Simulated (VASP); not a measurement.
As, 2 atoms in the cell. It takes space group R-3m (No. 166, trigonal). Conventional cell: a = 3.790 Å, b = 3.790 Å, c = 10.082 Å, α = 90.00°, β = 90.00°, γ = 120.00°. Around As (site symmetry 3m) lie 3 As at 2.54 Å. 

| Quantity | Value |
| --- | --- |
| Program | VASP 6.6.1 |
| Task | relaxation of cell and atoms |
| Functional | PBE |
| Dispersion | D3(BJ) |
| Potentials or basis | VASP PAW PBE potentials, release 64 (As) |
| Cutoff | 600 eV |
| k mesh | 12 × 12 × 12 |
| Occupations | methfessel-paxton, width 0.1 eV |
| Spin | no spin polarisation |
| Further INCAR settings | ALGO = Normal; EDIFF = 1e-07; IBRION = 2; EDIFFG = -0.005; NSW = 90; ISIF = 3 |

Potentials or basis: VASP PAW PBE potentials, release 64 (As).

Command:

```sh
$ cat potpaw_PBE.64/As/POTCAR > POTCAR
$ mpirun -np 2 vasp_std > vasp.out
```

Hardware: 2 MPI ranks on Intel(R) Xeon(R) 6975P-C (Granite Rapids) (shared host).

Question: Estimate the wall time of this run.

Answer: It took 20 s on 2 MPI ranks on Intel(R) Xeon(R) 6975P-C (Granite Rapids), on a shared host, peak memory 0.23 GiB a rank. Counts: scf iterations 17, k points 189, ion steps 2.
